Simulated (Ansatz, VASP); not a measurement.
## C in VASP and in Ansatz

File INCAR:

```
SYSTEM = C
PREC = Accurate
ENCUT = 600
EDIFF = 1E-7
ISMEAR = -1
SIGMA = 0.1
LREAL = .FALSE.
LASPH = .TRUE.
NELM = 60
ALGO = Normal
ISIF = 3
LWAVE = .FALSE.
LCHARG = .FALSE.
GGA = PE
IBRION = 2
NSW = 80
EDIFFG = -0.01
```

File KPOINTS:

```
Automatic mesh
0
G
  7 7 7
  0 0 0
```

Contents of POSCAR:

```
C
1.0
    3.7546000832      0.0000000000      0.0000000000
    0.0000000000      3.7546000832      0.0000000000
    0.0000000000      0.0000000000      3.7546000832
C
8
Direct
    0.0000000000      0.0000000000      0.0000000000
    0.5000000000      0.5000000000      0.5000000000
    0.2500000000      0.0000000000      0.5000000000
    0.7500000000      0.0000000000      0.5000000000
    0.5000000000      0.2500000000      0.0000000000
    0.5000000000      0.7500000000      0.0000000000
    0.0000000000      0.5000000000      0.2500000000
    0.0000000000      0.5000000000      0.7500000000
```

Input for Ansatz:

```yaml
crystal:
  lattice:
    - [3.7546000832, 0.0, 0.0]
    - [0.0, 3.7546000832, 0.0]
    - [0.0, 0.0, 3.7546000832]
  atoms:
    - { symbol: C, position: [0.0, 0.0, 0.0] }
    - { symbol: C, position: [0.5, 0.5, 0.5] }
    - { symbol: C, position: [0.25, 0.0, 0.5] }
    - { symbol: C, position: [0.75, 0.0, 0.5] }
    - { symbol: C, position: [0.5, 0.25, 0.0] }
    - { symbol: C, position: [0.5, 0.75, 0.0] }
    - { symbol: C, position: [0.0, 0.5, 0.25] }
    - { symbol: C, position: [0.0, 0.5, 0.75] }
hamiltonian:
  xc: pbe
  pseudopotentials:
    kind: paw
    azcp:
      C: "pseudopotentials/C.paw.azcp"
basis:
  ecutwfc: 420
  fft_grid_basis: typed
kpoints:
  mp_grid: { grid: [7, 7, 7], shift: [0, 0, 0] }
magnetization:
  spin_polarized: false
scf:
  occupations: { method: fermi_dirac, width: 0.1 }
relax:
  max_steps: 60
  f_tol: 0.01
  cell: {}
```

The cell was built by a generator and needn't be a form met in nature.

Alike in both runs: task relaxation of cell and atoms; functional PBE; k mesh 7 × 7 × 7; occupations fermi-dirac, width 0.1 eV; no spin polarisation.

|  | VASP | Ansatz |
| --- | --- | --- |
| version | VASP 6.6.1 | Ansatz 0.2.0 |
| potentials or method | VASP PAW PBE potentials, release 64 (C) | plane waves (420 eV) with PAW, scalar-relativistic |
| plane-wave cutoff (eV) | 600 | 420 |
| valence electrons in the cell | 32 | 32 |

```csv
,VASP,Ansatz,Ansatz less VASP
relaxed volume (Å³/atom),7.27,7.27,-0.002
relaxed cell length with the largest relative difference (Å),3.874,3.874,-0.0004
energy change over the relaxation (meV/atom),-33,-33,+0.2
```
